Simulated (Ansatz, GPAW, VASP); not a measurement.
SnTe: 3 runs at one level of theory

```
CELL_PARAMETERS angstrom
0.00000 3.15085 3.15085
3.15085 0.00000 3.15085
3.15085 3.15085 0.00000
ATOMIC_POSITIONS crystal
Te 0.50000 0.50000 0.50000
Sn 0.00000 0.00000 0.00000
```

Alike in all runs: task single point; functional PBE; k mesh 7 × 7 × 7; occupations gaussian, width 0.025 eV; no spin polarisation; no spin-orbit coupling. Pressure is positive in compression and, in plane waves, holds the error of the finite cutoff.

```tsv
program and potentials	plane-wave cutoff (eV)	notes	pressure (GPa)
Ansatz, all-electron LAPW, scalar-relativistic	-	-	2.23
VASP, PBE PAW files Sn_d, Te, 520 eV	520	-	2.17
GPAW, GPAW PAW data sets (gpaw-data 1.2.1)	600	-	1.95
```

The pressure spans 1.95 (GPAW, GPAW PAW data sets (gpaw-data 1.2.1)) to 2.23 GPa (Ansatz, all-electron LAPW, scalar-relativistic), with all-electron results at 2.23.

The functional is the same throughout but for its coding, so the spread measures potentials, basis and numerics; runs on potential files found faulty are left out.
